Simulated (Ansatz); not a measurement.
All numbers below come from DFT PBE, scalar-relativistic, plane waves, PAW (Ansatz). Settings: cutoff 420 eV, Γ-centred meshes spaced at most about 0.3 Å⁻¹, and about 0.25 Å⁻¹ or finer for metals (2π included), Gaussian smearing. No spin polarisation in the final relaxations.

All energies are static (0 K, no zero-point motion).

Two relaxed structures of InGa3P4:

A.

```yaml
crystal:
  lattice:
    - [5.27276, 0.00000, 0.00000]
    - [0.00000, 5.27276, 0.00000]
    - [0.00000, 0.00000, 5.27276]
  atoms:
    - { symbol: In, position: [0.50000, 0.50000, 0.50000] }
    - { symbol: Ga, position: [0.00000, 0.00000, 0.50000] }
    - { symbol: Ga, position: [0.50000, 0.00000, 0.00000] }
    - { symbol: Ga, position: [0.00000, 0.50000, 0.00000] }
    - { symbol: P, position: [0.50000, 0.50000, 0.00000] }
    - { symbol: P, position: [0.00000, 0.50000, 0.50000] }
    - { symbol: P, position: [0.50000, 0.00000, 0.50000] }
    - { symbol: P, position: [0.00000, 0.00000, 0.00000] }
```

B.

```yaml
crystal:
  lattice:
    - [5.62090, 0.00000, 0.00000]
    - [0.00000, 5.62090, 0.00000]
    - [0.00000, 0.00000, 5.62090]
  atoms:
    - { symbol: In, position: [0.50000, 0.50000, 0.50000] }
    - { symbol: Ga, position: [0.00000, 0.00000, 0.50000] }
    - { symbol: Ga, position: [0.00000, 0.50000, 0.00000] }
    - { symbol: Ga, position: [0.50000, 0.00000, 0.00000] }
    - { symbol: P, position: [0.76001, 0.76001, 0.76001] }
    - { symbol: P, position: [0.76001, 0.23999, 0.23999] }
    - { symbol: P, position: [0.23999, 0.76001, 0.23999] }
    - { symbol: P, position: [0.23999, 0.23999, 0.76001] }
```

Task: Which is lower in energy, and by how much?

Result: B is lower, by 0.39 eV/atom. A has In and Ga ordered on rock salt sites, space group Pm-3m (No. 221), 18.3 Å³/atom and no gap on its mesh; B has In and Ga ordered on zinc blende sites, space group P-43m (No. 215), 22.2 Å³/atom and a gap of 1.05 eV. Counting P atoms around Ga and In (those within 1.25 times the shortest such distance or 1.15 times the sum of covalent radii), A has In 6, Ga 6 and B has In 4, Ga 4. The lower one is the more open, so pressure narrows the difference. In A, In is surrounded by 6 P at 2.64 Å; Ga is surrounded by 6 P at 2.64 Å; P on a site of symmetry 4/mmm is surrounded by 2 In at 2.64 Å and 4 Ga at 2.64 Å; 1 more site not described. In B, In is surrounded by 4 P at 2.53 Å; Ga is surrounded by 4 P at 2.40 Å; P is surrounded by 3 Ga at 2.40 Å and 1 In at 2.53 Å. Both come from invented guesses.

Kohn–Sham gaps at this level usually fall short of measured ones. Cells relaxed within their symmetry can be saddle points.
